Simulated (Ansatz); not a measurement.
## C₃N₄ — ¹⁴N nuclear quadrupole resonance

Cell: a computed structure from the Materials Project (it need not be an observed phase), taken as it stands.

Space group Cmcm (No. 63); a = 7.1350, b = 12.3534, c = 7.1376 Å.

| site | Wyckoff | site symmetry | x | y | z |
| --- | --- | --- | --- | --- | --- |
| C1 | 8g | ..m | 0.6789 | 0.9999 | 0.2500 |
| C2 | 8g | ..m | 0.8313 | 0.8367 | 0.2500 |
| C3 | 4c | m2m | 0.5000 | 0.5055 | 0.2500 |
| C4 | 4c | m2m | 0.5000 | 0.1793 | 0.2500 |
| N13 | 4c | m2m | 0.5000 | 0.0598 | 0.2500 |
| N14 | 8g | ..m | 0.8371 | 0.0580 | 0.2500 |
| N15 | 8g | ..m | 0.6711 | 0.8922 | 0.2500 |
| N16 | 4c | m2m | 0.5000 | 0.3929 | 0.2500 |
| N17 | 8g | ..m | 0.3343 | 0.2292 | 0.2500 |

One atom of each set is listed; the run and its k-mesh use a cell of 28 atoms with edges of 7.13, 7.13, 7.14 Å.

All values are calculated (Ansatz; DFT, r2SCAN, plane waves and PAW, scalar-relativistic, 500 eV cutoff, Γ-centred 5×5×4 k-points, Fermi–Dirac smearing 0.02 eV), not measured.

¹⁴N: I = 1, Q = 20.44 mb (year-2017 value). Static lattice, zero field.

(1) At which frequencies do the ¹⁴N NQR lines lie?

## Answers

(1) For I = 1 the lines are ν± = (3/4)|C_Q|(1 ± η/3) and ν₀ = |C_Q|η/2.

```tsv
site	atoms	V_zz (10²¹ V/m²)	C_Q (MHz)	η	line frequencies (MHz)
N13	2	-8.68	-4.29	0.02	0.0345, 3.20, 3.24
N14	4	-9.54	-4.72	0.31	0.732, 3.17, 3.90
N15	4	-9.63	-4.76	0.29	0.691, 3.22, 3.91
N16	2	-2.93	-1.45	0.05	0.0346, 1.07, 1.10
N17	4	-9.66	-4.77	0.28	0.659, 3.25, 3.91
```

At N14, N15 and N17 V_zz points along the bisector of its two bonds (within 3°) in each case. At N13 and N16 V_zz stands upright on the plane through its three neighbours (within 1°) in each case.

At this cell the principal stresses reach 6 GPa in size with r2SCAN, which can matter for small gradients. The largest force is 0.4 eV/Å, so the atoms aren't at the calculated equilibrium and relaxing them would move these values.
